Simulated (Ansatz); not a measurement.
# InGaP2: the cost of one run

Method: DFT PBE, scalar-relativistic, plane waves, PAW, in Ansatz 0.2.0.

1 further run of the same task is left out (it didn't finish).

## Step 1: The starting structure

Symmetry: P-4m2, No. 115, tetragonal system. The conventional cell has a = 3.904 Å, b = 3.904 Å, c = 5.521 Å, α = 90.00°, β = 90.00°, γ = 90.00°. In (site symmetry -4m2) has 4 P at 2.39 Å as nearest neighbours. Around Ga (site symmetry -4m2) lie 4 P at 2.39 Å. P (site symmetry 2mm) has 2 Ga at 2.39 Å and 2 In at 2.39 Å as nearest neighbours.

Structure file:

```cif
data_structure
_symmetry_space_group_name_H-M 'P-4m2'
_symmetry_Int_Tables_number 115
_cell_length_a 3.9036
_cell_length_b 3.9036
_cell_length_c 5.5206
_cell_angle_alpha 90.000
_cell_angle_beta 90.000
_cell_angle_gamma 90.000
_cell_volume 84.12
loop_
_atom_site_label
_atom_site_type_symbol
_atom_site_symmetry_multiplicity
_atom_site_Wyckoff_symbol
_atom_site_fract_x
_atom_site_fract_y
_atom_site_fract_z
_atom_site_occupancy
In1 In 1 c 0.50000 0.50000 0.50000 1
Ga1 Ga 1 a 0.00000 0.00000 0.00000 1
P1 P 2 g 0.50000 0.00000 0.75000 1
```

The start is an ordering of an alloy on its end members' structure types: elements ordered on the sites of the InP type, Ga/In on In (P-4m2, No. 115).

## Step 2: A first look at the guess

input.yaml reads:

```yaml
crystal:
  lattice:
    - [3.90361967, 0.0, 0.0]
    - [0.0, 3.90361967, 0.0]
    - [0.0, 0.0, 5.52055187]
  atoms:
    - { symbol: In, position: [0.5, 0.5, 0.5] }
    - { symbol: Ga, position: [0.0, 0.0, 0.0] }
    - { symbol: P, position: [0.5, 0.0, 0.75] }
    - { symbol: P, position: [0.0, 0.5, 0.25] }
basis:
  ecutwfc: 420
kpoints:
  mp_grid: { grid: [4, 4, 4] }
hamiltonian:
  xc: pbe
scf:
  occupations: { method: gaussian, width: 0.1 }
  lower_state_search: "off"
output:
  forces: true
  stress: true
  eigenvalues: true
```

Started as:

```console
ansatz run input.yaml --threads 1 --pin off --max-ram 2560MiB --backend cpu --events-out ev --progress --plain --runs-dir out
```

Q: Estimate wall time and peak memory on 1 thread of AMD EPYC 7R43 (Zen 3), shared host.

About 2.6 s, with a peak of 0.38 GiB.
